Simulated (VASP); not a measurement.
Set up this calculation in VASP 6.6.1, as the native input.

```
Task                   : single point
Functional             : r2SCAN
Potentials or basis    : VASP PAW PBE potentials, release 64 (Cu)
Cutoff                 : 520 eV
k mesh                 : 13 × 13 × 13
Occupations            : fermi-dirac, width 0.05 eV
Spin                   : no spin polarisation
Further INCAR settings : ALGO = Normal; EDIFF = 1e-07; NBANDS = 12
```

The structure of Cu lies in POSCAR:

```
Cu
1.0
   -1.4427933200      1.4427933200      1.3760814500
    1.4427933200     -1.4427933200      1.3760814500
    1.4427933200      1.4427933200     -1.3760814500
Cu
1
Direct
    0.0000000000      0.0000000000      0.0000000000
```

This isn't the form of Cu at room conditions, which is fcc.

The input as run:

INCAR

```
PREC = Accurate
ENCUT = 520
EDIFF = 1E-7
ISMEAR = -1
SIGMA = 0.05
LREAL = F
LASPH = T
NELM = 60
ALGO = Normal
ISIF = 2
LWAVE = F
LCHARG = F
METAGGA = R2SCAN
LMIXTAU = T
NBANDS = 12
```

KPOINTS

```
regular mesh
0
Gamma
  13 13 13
```

Potentials or basis: VASP PAW PBE potentials, release 64 (Cu).

Launch:

```sh
$ cat potpaw_PBE.64/Cu/POTCAR > POTCAR
$ mpirun -np 1 vasp_std > vasp.out
```

It gave:

```yaml
Pressure: 1.0 GPa
Band_gap_on_the_k_mesh: none (metal or under the smearing width)
```

Caveat: the PAW data sets were made with another functional, which shifts forces and pressure a little.

Run time: 49 s on 1 thread of Intel(R) Xeon(R) 6975P-C (Granite Rapids), on a shared host, peak memory 0.14 GiB.
